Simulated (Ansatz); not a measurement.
AgI: frozen-core PAW against all-electron methods

```
Ag I
1.0
     4.58000    0.00000    0.00000
    -2.29000    3.96640    0.00000
     0.00000    0.00000    7.51000
Ag I
2 2
Direct
  0.33333 0.66667 0.00000
  0.66667 0.33333 0.50000
  0.33333 0.66667 0.37500
  0.66667 0.33333 0.87500
```

Atom numbers follow the list: Ag1, Ag2, I3, I4.

The cell is COD entry 1011050, as deposited and not checked against the literature; nothing was relaxed. It is an old determination, and later ones may differ.

Spin–orbit coupling is left out, though it moves levels of the heavy atoms by tenths of an eV or more.

All numbers are computed: DFT, PBE, PAW with Ansatz's default frozen-core files, scalar-relativistic (Ansatz 0.2.0); DFT, PBE, all-electron PAW with datasets made for the crystal, scalar-relativistic (Ansatz 0.2.0); DFT, PBE, all-electron LAPW, scalar-relativistic (Ansatz 0.2.0).

For PAW: a Γ-centred 8×8×4 k mesh, Fermi–Dirac smearing of 0.01 eV, cutoff 420 eV, no spin polarisation. The crystal-made all-electron datasets (AE datasets) take a cutoff of 240 eV at this cell. LAPW targets a basis error of 0.5 meV/atom. The Ansatz runs share mesh, smearing and spin set-up. Plane-wave (PAW) pressures include the program's estimate of the Pulay term.

Stress and pressure are positive in compression.

No spin–orbit coupling: at heavy atoms the gradients can be off by tens of per cent for that reason.

Levels count from the top of the valence band.

| quantity | PAW | AE datasets | LAPW |
| --- | --- | --- | --- |
| pressure (GPa) | 2.02 | 2.03 | 2.03 |
| stress xx (GPa) | 2.07 | 2.08 | 2.08 |
| stress zz (GPa) | 1.92 | 1.93 | 1.93 |
| force on Ag1, z (eV/Å) | 0.020 | 0.020 | 0.020 |
| force on I3, z (eV/Å) | -0.020 | -0.020 | -0.020 |
| band gap (eV) | 1.365 | 1.365 | 1.365 |
| highest filled level at Γ (eV) | 0.000 | 0.000 | 0.000 |
| lowest empty level at Γ (eV) | 1.365 | 1.365 | 1.365 |
| highest filled level at L (eV) | -1.258 | -1.258 | -1.258 |
| lowest empty level at L (eV) | 3.248 | 3.249 | 3.249 |
| field gradient Vzz at Ag1 (10²¹ V/m²) | 0.15 | 0.16 | – |
| field gradient Vzz at I3 (10²¹ V/m²) | 0.39 | 0.40 | – |
